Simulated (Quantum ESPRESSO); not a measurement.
A run of Quantum ESPRESSO 7.5 is set up as follows.

Contents of pw.in:

```
&CONTROL
  calculation = 'scf'
  prefix = 'pwscf'
  outdir = './tmp'
  pseudo_dir = './pseudo'
  tprnfor = .true.
  tstress = .true.
  disk_io = 'low'
/
&SYSTEM
  ibrav = 0
  celldm(1) = 8
  nat = 3
  ntyp = 2
  ecutwfc = 84
  nbnd = 14
  occupations = 'smearing'
  smearing = 'fd'
  degauss = 0.00367493
/
&ELECTRONS
  conv_thr = 6d-10
  electron_maxstep = 120
  mixing_beta = 0.5
/
ATOMIC_SPECIES
Mg    24.3050 Mg.upf
B     10.8100 B.upf
CELL_PARAMETERS alat
  0.7287256368088   0.0000000000000   0.0000000000000
 -0.3643628184044   0.6310949138713   0.0000000000000
  0.0000000000000   0.0000000000000   0.8321881421321
ATOMIC_POSITIONS crystal
Mg     0.0000000000    0.0000000000    0.0000000000
B      0.6666666667    0.3333333333    0.5000000000
B      0.3333333333    0.6666666667    0.5000000000
K_POINTS automatic
10 10 8 0 0 0
```

File bands.in:

```
&CONTROL
  calculation = 'bands'
  prefix = 'pwscf'
  outdir = './tmp'
  pseudo_dir = './pseudo'
  disk_io = 'low'
  verbosity = 'high'
/
&SYSTEM
  ibrav = 0
  celldm(1) = 8
  nat = 3
  ntyp = 2
  ecutwfc = 84
  nbnd = 14
  occupations = 'smearing'
  smearing = 'fd'
  degauss = 0.00367493
/
&ELECTRONS
  conv_thr = 1d-08
  electron_maxstep = 120
  mixing_beta = 0.5
  diago_full_acc = .true.
  startingwfc = 'random'
/
ATOMIC_SPECIES
Mg    24.3050 Mg.upf
B     10.8100 B.upf
CELL_PARAMETERS alat
  0.7287256368088   0.0000000000000   0.0000000000000
 -0.3643628184044   0.6310949138713   0.0000000000000
  0.0000000000000   0.0000000000000   0.8321881421321
ATOMIC_POSITIONS crystal
Mg     0.0000000000    0.0000000000    0.0000000000
B      0.6666666667    0.3333333333    0.5000000000
B      0.3333333333    0.6666666667    0.5000000000
K_POINTS crystal
60
 0.0000000000  0.0000000000  0.0000000000 1
 0.0714285714  0.0000000000  0.0000000000 1
 0.1428571429  0.0000000000  0.0000000000 1
 0.2142857143  0.0000000000  0.0000000000 1
 0.2857142857  0.0000000000  0.0000000000 1
 0.3571428571  0.0000000000  0.0000000000 1
 0.4285714286  0.0000000000  0.0000000000 1
 0.5000000000  0.0000000000  0.0000000000 1
 0.4583333333  0.0833333333  0.0000000000 1
 0.4166666667  0.1666666667  0.0000000000 1
 0.3750000000  0.2500000000  0.0000000000 1
 0.3333333333  0.3333333333  0.0000000000 1
 0.2916666667  0.2916666667  0.0000000000 1
 0.2500000000  0.2500000000  0.0000000000 1
 0.2083333333  0.2083333333  0.0000000000 1
 0.1666666667  0.1666666667  0.0000000000 1
 0.1250000000  0.1250000000  0.0000000000 1
 0.0833333333  0.0833333333  0.0000000000 1
 0.0416666667  0.0416666667  0.0000000000 1
 0.0000000000  0.0000000000  0.0000000000 1
 0.0000000000  0.0000000000  0.1000000000 1
 0.0000000000  0.0000000000  0.2000000000 1
 0.0000000000  0.0000000000  0.3000000000 1
 0.0000000000  0.0000000000  0.4000000000 1
 0.0000000000  0.0000000000  0.5000000000 1
 0.0714285714  0.0000000000  0.5000000000 1
 0.1428571429  0.0000000000  0.5000000000 1
 0.2142857143  0.0000000000  0.5000000000 1
 0.2857142857  0.0000000000  0.5000000000 1
 0.3571428571  0.0000000000  0.5000000000 1
 0.4285714286  0.0000000000  0.5000000000 1
 0.5000000000  0.0000000000  0.5000000000 1
 0.4583333333  0.0833333333  0.5000000000 1
 0.4166666667  0.1666666667  0.5000000000 1
 0.3750000000  0.2500000000  0.5000000000 1
 0.3333333333  0.3333333333  0.5000000000 1
 0.3000000000  0.3000000000  0.5000000000 1
 0.2666666667  0.2666666667  0.5000000000 1
 0.2333333333  0.2333333333  0.5000000000 1
 0.2000000000  0.2000000000  0.5000000000 1
 0.1666666667  0.1666666667  0.5000000000 1
 0.1333333333  0.1333333333  0.5000000000 1
 0.1000000000  0.1000000000  0.5000000000 1
 0.0666666667  0.0666666667  0.5000000000 1
 0.0333333333  0.0333333333  0.5000000000 1
 0.0000000000  0.0000000000  0.5000000000 1
 0.5000000000  0.0000000000  0.5000000000 1
 0.5000000000  0.0000000000  0.4166666667 1
 0.5000000000  0.0000000000  0.3333333333 1
 0.5000000000  0.0000000000  0.2500000000 1
 0.5000000000  0.0000000000  0.1666666667 1
 0.5000000000  0.0000000000  0.0833333333 1
 0.5000000000  0.0000000000  0.0000000000 1
 0.3333333333  0.3333333333  0.0000000000 1
 0.3333333333  0.3333333333  0.0833333333 1
 0.3333333333  0.3333333333  0.1666666667 1
 0.3333333333  0.3333333333  0.2500000000 1
 0.3333333333  0.3333333333  0.3333333333 1
 0.3333333333  0.3333333333  0.4166666667 1
 0.3333333333  0.3333333333  0.5000000000 1
```

Potentials or basis: PseudoDojo 0.4.1 SR PBE standard.

Command:

```console
$ OMP_NUM_THREADS=1 pw.x -in pw.in > pw.out
$ OMP_NUM_THREADS=1 pw.x -in bands.in > bands.out
```

Task: Predict the band gap on the k mesh.

Result: None (metal or under the smearing width).

Task: Predict the pressure.

Result: -0.9 GPa.

Stress tensor (GPa, compression positive):
```
-0.96  0.00  0.00
 0.00 -0.96  0.00
 0.00  0.00 -0.80
```
